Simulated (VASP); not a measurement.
# Relaxed cell of BN (Qingsongite): a test of cutoff and mesh

Aim: test the relaxed volume of BN (Qingsongite) against cutoff and mesh. The starting structure is a measured crystal structure from the Crystallography Open Database. The first relaxation on each setting starts from this cell expanded by 3 % in volume.

Program: VASP 6.6.1. Level of theory: Kohn-Sham DFT with plane waves and PAW; PBEsol. Results are calculated unless marked as measured.

## (1) Set-up

The structure is cubic, space group F-43m (No. 216). Conventional cell: a = 3.615 Å, b = 3.615 Å, c = 3.615 Å, α = 90.00°, β = 90.00°, γ = 90.00°. Nearest to N lie 4 B at 1.57 Å. Nearest to B lie 4 N at 1.57 Å. Farther neighbours and most contacts between anions are not listed.

## (2) Reference relaxation

This run starts from the cell of an earlier relaxation, which isn't shown; the restart sets up the plane waves anew.

Input file INCAR:

```
SYSTEM = BN
PREC = Accurate
ENCUT = 520
EDIFF = 1E-06
NELM = 100
ISMEAR = 0
SIGMA = 0.03
LREAL = .FALSE.
ALGO = Normal
GGA = PS
NBANDS = 10
LORBIT = 11
LWAVE = .FALSE.
LCHARG = .FALSE.
KPAR = 8
IBRION = 2
NSW = 50
ISIF = 3
EDIFFG = -0.006
```

Input file POSCAR:

```
BN
1.0
    0.0000000000      1.8038801229      1.8038801229
    1.8038801229      0.0000000000      1.8038801229
    1.8038801229      1.8038801229      0.0000000000
N B
1 1
Direct
    0.7500000000      0.7500000000      0.7500000000
    0.0000000000      0.0000000000      0.0000000000
```

Input file KPOINTS:

```
Automatic mesh
0
Gamma
10 10 10
0 0 0
```

Potentials, in the order of the species: N and B (PBE family, release 64).

Command:

```sh
> mpirun -np 8 vasp_std
```

The program printed:

```text
[banner, memory and clock lines left out]
running    8 mpi-ranks, on    1 nodes
 distrk:  each k-point on    1 cores,    8 groups
 distr:  one band on    1 cores,    1 groups

 POSCAR found type information on POSCAR N B
 POSCAR found :  2 types and       2 ions
|                                                                             |
|           W    W    AA    RRRRR   N    N  II  N    N   GGGG   !!!           |
|           W    W   A  A   R    R  NN   N  II  NN   N  G    G  !!!           |
|           W    W  A    A  R    R  N N  N  II  N N  N  G       !!!           |
|           W WW W  AAAAAA  RRRRR   N  N N  II  N  N N  G  GGG   !            |
|           WW  WW  A    A  R   R   N   NN  II  N   NN  G    G                |
|           W    W  A    A  R    R  N    N  II  N    N   GGGG   !!!           |
|                                                                             |
|     For optimal performance we recommend to set                             |
|       NCORE = 2 up to number-of-cores-per-socket                            |
|     NCORE specifies how many cores store one orbital (NPAR=cpu/NCORE).      |
|     This setting can greatly improve the performance of VASP for DFT.       |
|     The default, NCORE=1 might be grossly inefficient on modern             |
|     multi-core architectures or massively parallel machines. Do your        |
|     Unfortunately you need to use the default for GW and RPA                |
|     calculations (for HF NCORE is supported but not extensively tested      |
|     yet).                                                                   |
|                                                                             |

|                                                                             |
|               ----> ADVICE to this user running VASP <----                  |
|                                                                             |
|     You enforced a specific xc type in the INCAR file but a different       |
|     [... a line on the potential file left out ...]
|     I HOPE YOU KNOW WHAT YOU ARE DOING!                                     |
|                                                                             |

 LDA part: xc-table for (Slater+PW92), standard interpolation
 POSCAR, INCAR and KPOINTS ok, starting setup
 FFT: planning ... GRIDC
 FFT: planning ... GRID_SOFT
 FFT: planning ... GRID
 WAVECAR not read
 entering main loop
       N       E                     dE             d eps       ncg     rms          rms(c)
DAV:   1     0.851966068169E+01    0.85197E+01   -0.49594E+03   980   0.793E+02
DAV:   2    -0.188347583891E+02   -0.27354E+02   -0.26165E+02  1110   0.169E+02
DAV:   3    -0.193008123989E+02   -0.46605E+00   -0.46536E+00  1088   0.194E+01
DAV:   4    -0.193013714615E+02   -0.55906E-03   -0.55905E-03  1026   0.739E-01
DAV:   5    -0.193013719937E+02   -0.53221E-06   -0.53194E-06  1090   0.232E-02    0.659E+00
DAV:   6    -0.184532255374E+02    0.84815E+00   -0.27556E+00  1000   0.103E+01    0.328E+00
DAV:   7    -0.183675472050E+02    0.85678E-01   -0.10164E-01  1008   0.271E+00    0.188E+00
DAV:   8    -0.183468929120E+02    0.20654E-01   -0.35221E-02  1054   0.137E+00    0.182E-01
DAV:   9    -0.183468958997E+02   -0.29876E-05   -0.79061E-04  1014   0.256E-01    0.771E-02
DAV:  10    -0.183469132221E+02   -0.17322E-04   -0.61573E-05  1034   0.732E-02    0.129E-02
DAV:  11    -0.183469150085E+02   -0.17864E-05   -0.49550E-06  1072   0.173E-02    0.820E-03
DAV:  12    -0.183469149877E+02    0.20846E-07   -0.12257E-06   536   0.789E-03
   1 F= -.18346915E+02 E0= -.18346915E+02  d E =-.183469E+02
 curvature:   0.00 expect dE= 0.000E+00 dE for cont linesearch  0.000E+00
 trial: gam= 0.00000 g(F)=  0.631E-48 g(S)=  0.856E-06 ort = 0.000E+00 (trialstep = 0.100E+01)
 search vector abs. value=  0.856E-06
 reached required accuracy - stopping structural energy minimisation
```

Run time: 1.6 s. Hardware: 8 MPI ranks of Intel Xeon 6975P-C (Granite Rapids), shared host; peak memory 0.88 GiB; 6.1 s of CPU time.

The logs omit lines about the potential files and the build; timing stands in the text.

OUTCAR, selected parts (step 2):

```text
ion  position               nearest neighbor table
   1  0.750  0.750  0.750-   2 1.56   2 1.56   2 1.56   2 1.56
   2  0.000  0.000  0.000-   1 1.56   1 1.56   1 1.56   1 1.56

  LATTYP: Found a face centered cubic cell.
 ALAT       =     3.6077602458

 Subroutine GETGRP returns: Found 24 space group operations
 (whereof 24 operations were pure point group operations)

The static configuration has the point symmetry T_d .

 Found     47 irreducible k-points:

   k-points           NKPTS =     47   k-points in BZ     NKDIM =     47   number of bands    NBANDS=     10

   dimension x,y,z NGX =    20 NGY =   20 NGZ =   20
   dimension x,y,z NGXF=    40 NGYF=   40 NGZF=   40

   ENCUT  =  520.0 eV  38.22 Ry    6.18 a.u.   4.74  4.74  4.74*2*pi/ulx,y,z

   NELECT =       8.0000    total number of electrons

 k-points in reciprocal lattice and weights: Automatic mesh
   0.00000000  0.00000000  0.00000000       0.001
   0.10000000  0.00000000  0.00000000       0.008
   0.20000000  0.00000000  0.00000000       0.008
   0.30000000  0.00000000  0.00000000       0.008
   0.40000000  0.00000000  0.00000000       0.008
   0.50000000  0.00000000  0.00000000       0.004
   0.10000000  0.10000000  0.00000000       0.006
   0.20000000  0.10000000  0.00000000       0.024
   0.30000000  0.10000000  0.00000000       0.024
[...]
-0.30000000  0.40000000  0.20000000       0.024
  -0.30000000  0.50000000  0.20000000       0.012

 average (electrostatic) potential at core
       1 -60.3281       2 -24.4096

 E-fermi :   7.6427

 k-point     1 :       0.0000    0.0000    0.0000
  band No.  band energies     occupation
      1     -12.8846      2.00000
      2       7.4371      2.00000
      3       7.4371      2.00000
      4       7.4371      2.00000
      5      16.2270      0.00000
      6      16.2270      0.00000
      7      16.2270      0.00000
      8      17.8018      0.00000
      9      32.0598      0.00000
    ...

 k-point     2 :       0.1000    0.0000    0.0000
  band No.  band energies     occupation
      1     -12.6389      2.00000
      2       6.1525      2.00000
      3       7.1793      2.00000
      4       7.1793      2.00000
      5      16.5017      0.00000
      6      16.6157      0.00000
      7      16.6157      0.00000
      8      18.6020      0.00000
      9      31.7107      0.00000
    ...

 k-point     3 :       0.2000    0.0000    0.0000
  band No.  band energies     occupation
      1     -11.9153      2.00000
      2       3.4089      2.00000
      3       6.6014      2.00000
      4       6.6014      2.00000
      5      16.8895      0.00000
      6      17.4151      0.00000
      7      17.4151      0.00000
      8      20.2490      0.00000
      9      31.0050      0.00000
    ...

  Total       -0.0034387     -0.0034387     -0.0034387     -0.0000000     -0.0000000      0.0000000
  in kB       -0.4692995     -0.4692995     -0.4692995     -0.0000000     -0.0000000      0.0000000
  external PRESSURE =      -0.4692995 kB  Pullay stress =       0.0000000 kB

  energy-cutoff  :      520.00
  volume of cell :       11.74
      direct lattice vectors                 reciprocal lattice vectors
     0.000000000  1.803880123  1.803880123    -0.277180281  0.277180281  0.277180281
     1.803880123  0.000000000  1.803880123     0.277180281 -0.277180281  0.277180281
     1.803880123  1.803880123  0.000000000     0.277180281  0.277180281 -0.277180281

 POSITION                                       TOTAL-FORCE (eV/Angst)
 -----------------------------------------------------------------------------------
      2.70582      2.70582      2.70582         0.000000      0.000000      0.000000
      0.00000      0.00000      0.00000        -0.000000     -0.000000     -0.000000
 -----------------------------------------------------------------------------------
    total drift:                               -0.000000     -0.000000     -0.000000

  FREE ENERGIE OF THE ION-ELECTRON SYSTEM (eV)
  ---------------------------------------------------
  free  energy   TOTEN  =       -18.3469149877 eV

  energy  without entropy=      -18.3469149877  energy(sigma->0) =      -18.34691499

 reached required accuracy - stopping structural energy minimisation

 total charge
# of ion       s       p       d       tot
------------------------------------------
    1        1.208   2.759   0.000   3.967
    2        0.677   1.368   0.000   2.045
--------------------------------------------------
tot          1.885   4.128   0.000   6.012

[... 3 further parts left out ...]
```

CONTCAR:

```
BN
   1.00000000000000
     0.0000000000000000    1.8038801229000001    1.8038801229000001
     1.8038801229000001    0.0000000000000000    1.8038801229000001
     1.8038801229000001    1.8038801229000001    0.0000000000000000
  N               B
     1     1
Direct
     0.7500000000000000    0.7500000000000000    0.7500000000000000
     0.0000000000000000    0.0000000000000000    0.0000000000000000
```

The PAW data sets were made with PBE, which is usual practice but a small mismatch for other functionals. The run keeps the 24 symmetry operations of its start, so it cannot find a distortion of lower symmetry.

The reference relaxation ends at 5.870 Å³ an atom. Pressures at 0.985 and 1.015 times this volume, from two more relaxations that aren't shown, give a bulk modulus of 387.3 GPa.

## (3) Relaxation with a cutoff of 400 eV

Against step 2 the input has ENCUT = 400. This run starts from the cell of an earlier relaxation, which isn't shown; the restart sets up the plane waves anew.

Changes to INCAR since step 2:

```diff
@@ -2,3 +2,3 @@
 PREC = Accurate
-ENCUT = 520
+ENCUT = 400
 EDIFF = 1E-06
```

Input file POSCAR:

```
BN
1.0
    0.0000000000      1.7964908701      1.7964908701
    1.7964908701      0.0000000000      1.7964908701
    1.7964908701      1.7964908701      0.0000000000
N B
1 1
Direct
    0.7500000000      0.7500000000      0.7500000000
    0.0000000000      0.0000000000      0.0000000000
```

KPOINTS is that of step 2.

Command:

```sh
> mpirun -np 8 vasp_std
```

The program printed:

```text
[banner, memory and clock lines left out]
running    8 mpi-ranks, on    1 nodes
[...]
[... a notice as in an earlier step ...]

 [... a notice as in an earlier step ...]

 LDA part: xc-table for (Slater+PW92), standard interpolation
 POSCAR, INCAR and KPOINTS ok, starting setup
[...]
entering main loop
       N       E                     dE             d eps       ncg     rms          rms(c)
DAV:   1     0.147720720920E+01    0.14772E+01   -0.45032E+03   980   0.660E+02
DAV:   2    -0.190168115151E+02   -0.20494E+02   -0.20103E+02  1122   0.134E+02
DAV:   3    -0.193041263048E+02   -0.28731E+00   -0.28705E+00  1104   0.138E+01
DAV:   4    -0.193043867544E+02   -0.26045E-03   -0.26044E-03  1004   0.492E-01
[...]
DAV:  10    -0.183401781446E+02   -0.19422E-04   -0.54791E-05  1058   0.651E-02    0.130E-02
DAV:  11    -0.183401799978E+02   -0.18532E-05   -0.47624E-06  1030   0.167E-02    0.841E-03
DAV:  12    -0.183401799867E+02    0.11060E-07   -0.11937E-06   522   0.697E-03
[...]
DAV:   2    -0.183400789202E+02    0.12253E-02   -0.49284E-03  1010   0.444E-01    0.708E-02
DAV:   3    -0.183400203765E+02    0.58544E-04   -0.16183E-04  1006   0.111E-01    0.291E-02
DAV:   4    -0.183400040495E+02    0.16327E-04   -0.20956E-05  1030   0.338E-02    0.914E-03
DAV:   5    -0.183400039506E+02    0.98931E-07   -0.91021E-07   532   0.726E-03
   2 F= -.18340004E+02 E0= -.18340004E+02  d E =0.176036E-03
 trial-energy change:    0.000176  1 .order    0.000185   -0.001135    0.001505
 step:   0.4350(harm=  0.4299)  dis= 0.00000  next Energy=   -18.340428 (dE=-0.248E-03)
[...]
N       E                     dE             d eps       ncg     rms          rms(c)
DAV:   1    -0.183408476015E+02   -0.84355E-03   -0.11997E-02   996   0.942E-01    0.147E-01
DAV:   2    -0.183404535493E+02    0.39405E-03   -0.15918E-03  1008   0.252E-01    0.399E-02
DAV:   3    -0.183404343339E+02    0.19215E-04   -0.50849E-05   998   0.621E-02    0.164E-02
DAV:   4    -0.183404283615E+02    0.59724E-05   -0.67208E-06  1034   0.191E-02    0.513E-03
DAV:   5    -0.183404281031E+02    0.25841E-06   -0.28968E-07   478   0.409E-03
   3 F= -.18340428E+02 E0= -.18340428E+02  d E =-.248116E-03
[...]
reached required accuracy - stopping structural energy minimisation
```

Wall time 2 s (8 MPI ranks); peak memory 0.88 GiB.

From OUTCAR (step 3):

```text
  Total        0.0002107      0.0002107      0.0002107      0.0000000      0.0000000      0.0000000
  in kB        0.0292204      0.0292204      0.0292204      0.0000000      0.0000000      0.0000000
  external PRESSURE =       0.0292204 kB  Pullay stress =       0.0000000 kB

 POSITION                                       TOTAL-FORCE (eV/Angst)
 -----------------------------------------------------------------------------------
      2.69120      2.69120      2.69120        -0.000000      0.000000     -0.000000
     -0.00000      0.00000      0.00000         0.000000     -0.000000      0.000000
 -----------------------------------------------------------------------------------
    total drift:                               -0.000001     -0.000001     -0.000000

  FREE ENERGIE OF THE ION-ELECTRON SYSTEM (eV)
  ---------------------------------------------------
  free  energy   TOTEN  =       -18.3404281031 eV

  energy  without entropy=      -18.3404281031  energy(sigma->0) =      -18.34042810

[... 2 parts as in an earlier step ...]

[... 2 further parts left out ...]
[key lines of the parts left out:]
E-fermi :   7.8261
```

With a cutoff of 400 eV the cell ends at 5.775 Å³ an atom, -1.61 % from the reference; the bulk modulus is 405.3 GPa against 387.3 GPa.

## (4) Relaxation with a 6×6×6 mesh

Against step 2 the input has a 6×6×6 mesh. This run starts from the cell of an earlier relaxation, which isn't shown; the restart sets up the plane waves anew.

Changes to INCAR since step 3:

```diff
@@ -2,3 +2,3 @@
 PREC = Accurate
-ENCUT = 400
+ENCUT = 520
 EDIFF = 1E-06
```

Input file POSCAR:

```
BN
1.0
    0.0000000000      1.8039391071      1.8039391071
    1.8039391071      0.0000000000      1.8039391071
    1.8039391071      1.8039391071      0.0000000000
N B
1 1
Direct
    0.7500000000      0.7500000000      0.7500000000
    0.0000000000      0.0000000000      0.0000000000
```

Input file KPOINTS:

```
Automatic mesh
0
Gamma
6 6 6
0 0 0
```

Command:

```sh
> mpirun -np 8 vasp_std
```

The program printed:

```text
[... set-up lines as in an earlier step ...]
 entering main loop
       N       E                     dE             d eps       ncg     rms          rms(c)
DAV:   1     0.101934173407E+02    0.10193E+02   -0.53553E+03   328   0.804E+02
DAV:   2    -0.188048974609E+02   -0.28998E+02   -0.28615E+02   406   0.175E+02
DAV:   3    -0.192985177912E+02   -0.49362E+00   -0.49315E+00   374   0.194E+01
DAV:   4    -0.192992550791E+02   -0.73729E-03   -0.73728E-03   348   0.784E-01
[...]
DAV:  10    -0.183428162766E+02   -0.17242E-04   -0.60135E-05   364   0.729E-02    0.129E-02
DAV:  11    -0.183428180675E+02   -0.17909E-05   -0.45252E-06   346   0.169E-02    0.788E-03
DAV:  12    -0.183428180549E+02    0.12614E-07   -0.11347E-06   186   0.762E-03
   1 F= -.18342818E+02 E0= -.18342818E+02  d E =-.183428E+02
[...]
reached required accuracy - stopping structural energy minimisation
```

Run time: 1.4 s. Hardware: 8 MPI ranks; peak memory 0.85 GiB.

Parts of OUTCAR (step 4):

```text
  Total       -0.0033385     -0.0033385     -0.0033385      0.0000000      0.0000000     -0.0000000
  in kB       -0.4555875     -0.4555875     -0.4555875      0.0000000      0.0000000     -0.0000000
  external PRESSURE =      -0.4555875 kB  Pullay stress =       0.0000000 kB

 POSITION                                       TOTAL-FORCE (eV/Angst)
 -----------------------------------------------------------------------------------
      2.70591      2.70591      2.70591         0.000000      0.000000      0.000000
      0.00000      0.00000      0.00000        -0.000000     -0.000000     -0.000000
 -----------------------------------------------------------------------------------
    total drift:                               -0.000000     -0.000000     -0.000000

  FREE ENERGIE OF THE ION-ELECTRON SYSTEM (eV)
  ---------------------------------------------------
  free  energy   TOTEN  =       -18.3428180549 eV

  energy  without entropy=      -18.3428180549  energy(sigma->0) =      -18.34281805

[... 1 part as in an earlier step ...]

[... 3 further parts left out ...]
[key lines of the parts left out:]
E-fermi :   7.6538
```

With a 6×6×6 mesh the cell ends at 5.870 Å³ an atom, +0.01 % from the reference; the bulk modulus is 387.5 GPa against 387.3 GPa.

[end of part 1 of 2]

[Lines on the potential files, build, host, timing and source positions are cut from VASP's logs without a mark.]

[Logs are printed without paths, hosts, clocks, repeated set-up lines and the standing remarks that a program may print on its own settings, such as how far it seeks lower states.]

[Hosts, paths, dates, database ids (printed as entryN), source tags and the programs' standing remarks are cut or masked in the printed files.]
